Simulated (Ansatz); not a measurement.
RuS₃: from a trial structure to a relaxed crystal

Level of theory: Ansatz 0.2.0, DFT PBE, scalar-relativistic, plane waves, PAW. Cutoff 420 eV, Γ-centred k mesh, Gaussian smearing, no spin polarisation in the final step.

RuS₃ was placed on the ReO3 structure type (Pm-3m, No. 221), with Ru in place of Re, S in place of O, at a guessed volume.

```
CELL_PARAMETERS angstrom
4.58093 0.00000 0.00000
0.00000 4.58093 0.00000
0.00000 0.00000 4.58093
ATOMIC_POSITIONS crystal
Ru 0.00000 0.00000 0.00000
S 0.50000 0.00000 0.00000
S 0.00000 0.50000 0.00000
S 0.00000 0.00000 0.50000
```

Cell and atoms relax at zero pressure; the relaxation can't lower the symmetry of the start.

Energies over the elements count from the elements' standard structures at the same level, with no empirical corrections.

Describe the relaxed structure.

It keeps Pm-3m (No. 221). The result has the ReO3 structure. Conventional cell: a = 4.631 Å. Around Ru lie 6 S at 2.32 Å; around S lie 2 Ru at 2.32 Å.

```xyz
4
Lattice="4.6312 0.0000 0.0000 0.0000 4.6312 0.0000 0.0000 0.0000 4.6312" Properties=species:S:1:pos:R:3 pbc="T T T"
Ru    0.0000    0.0000    0.0000
S     2.3156    0.0000    0.0000
S     0.0000    2.3156    0.0000
S     0.0000    0.0000    2.3156
```

What are its volume, energy, density and gap?

The volume per atom is 24.83 Å³, the density is 3.30 g/cm³ and the energy over the elements is 0.61 eV/atom. The gap on the 10×10×10 mesh is 0 eV (a metal).

The final run used a 10×10×10 mesh on its 4-atom cell and 0.10 eV smearing. For metals, differences of a few meV/atom aren't resolved. Symmetry constrained the relaxation, so the result can be a saddle point. The steps took of the order of 30 core-seconds in all.

Cost: 2 runs of about 0.58 core-minutes in all, on Arm Neoverse V2 (shared hosts).